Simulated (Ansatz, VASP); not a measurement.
**Mg: VASP beside Ansatz**

Contents of INCAR:

```
PREC = Accurate
ENCUT = 520
EDIFF = 1E-6
ISMEAR = 0
SIGMA = 0.03
LREAL = F
LASPH = T
NELM = 80
ALGO = Normal
ISIF = 2
LWAVE = F
LCHARG = T
GGA = CA
LELF = T
LVHAR = T
NBANDS = 9
```

The input KPOINTS:

```
Automatic mesh
0
Gamma
  12 12 6
```

File POSCAR:

```
Mg
1.0
    3.1325008903      0.0000000000      0.0000000000
   -1.5662504451      2.7128253484      0.0000000000
    0.0000000000      0.0000000000      5.0848940941
Mg
2
Direct
    0.3333333333      0.6666666667      0.2500000000
    0.6666666667      0.3333333333      0.7500000000
```

Input for Ansatz:

```yaml
crystal:
  lattice:
    - [3.1325008903, 0.0, 0.0]
    - [-1.5662504451, 2.7128253484, 0.0]
    - [0.0, 0.0, 5.0848940941]
  atoms:
    - { symbol: Mg, position: [0.3333333333, 0.6666666667, 0.25] }
    - { symbol: Mg, position: [0.6666666667, 0.3333333333, 0.75] }
hamiltonian:
  xc: lda
  pseudopotentials:
    kind: paw
    azcp:
      Mg: "pseudopotentials/Mg.paw.azcp"
basis:
  ecutwfc: 420
  fft_grid_basis: typed
kpoints:
  mp_grid: { grid: [12, 12, 6], shift: [0, 0, 0] }
magnetization:
  spin_polarized: false
scf:
  occupations: { method: gaussian, width: 0.03 }
  lower_state_search: "off"
output:
  stress: true
```

Alike in both runs: task single point; functional LDA; k mesh 12 × 12 × 6; occupations gaussian, width 0.03 eV; no spin polarisation.

```csv
,VASP,Ansatz
version,VASP 6.6.1,Ansatz 0.2.0
potentials or method,"VASP PAW LDA potentials, release 64 (Mg)","plane waves (420 eV) with PAW, scalar-relativistic"
plane-wave cutoff (eV),520,420
valence electrons in the cell,4,20
```

```tsv
	VASP	Ansatz	Ansatz less VASP
pressure (GPa)	-0.3	0.0	+0.33
largest component of the traceless stress (GPa)	0.88	0.86	-0.018
```

The two sets of potentials don't hold the same shells in valence. Ansatz warned: «pseudo_functional_mismatch».
